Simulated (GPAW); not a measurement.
TiAl:

```
Ti Al
1.0
     2.86726    0.00000    0.00000
    -1.43363    2.48312    0.00000
     0.00000    0.00000    4.67808
Ti Al
1 1
Direct
  0.00000 0.00000 0.00000
  0.33333 0.66667 0.50000
```

The cell comes from a database or a generator and needn't be the stable form of this composition.

```yaml
Program: GPAW 26.7.0
Task: relaxation of cell and atoms
Functional: PBEsol
Potentials_or_basis: PAW data sets generated in the run's folder for this functional
Cutoff: 600 eV
Basis: pw
k_mesh: 9 × 9 × 5
Occupations: fermi-dirac, width 0.05 eV
Spin: no spin polarisation
```

At the start: pressure -3.0 GPa; volume 16.65 Å³/atom.

Where does the relaxation end?

Over 3 steps the energy falls by 3.3 meV/atom and the volume is 16.18 Å³/atom (-2.8 %); space group P-6m2 (No. 187, to 0.05 Å).

The path:
```tsv
step	energy change (eV)	largest force (eV/Å)	pressure (GPa)	volume (Å³)
1	0.0000	0.0000	-3.05	33.31
2	-0.0033	0.0000	-2.35	33.08
3	-0.0067	0.0000	0.06	32.36
```

Final structure:
```
Ti Al
1.0
     2.84189    0.00000    0.00000
    -1.42095    2.46115    0.00000
     0.00000    0.00000    4.62679
Ti Al
1 1
Direct
  0.00000 0.00000 0.00000
  0.33333 0.66667 0.50000
```

Caveat: later steps reuse the first step's grids.
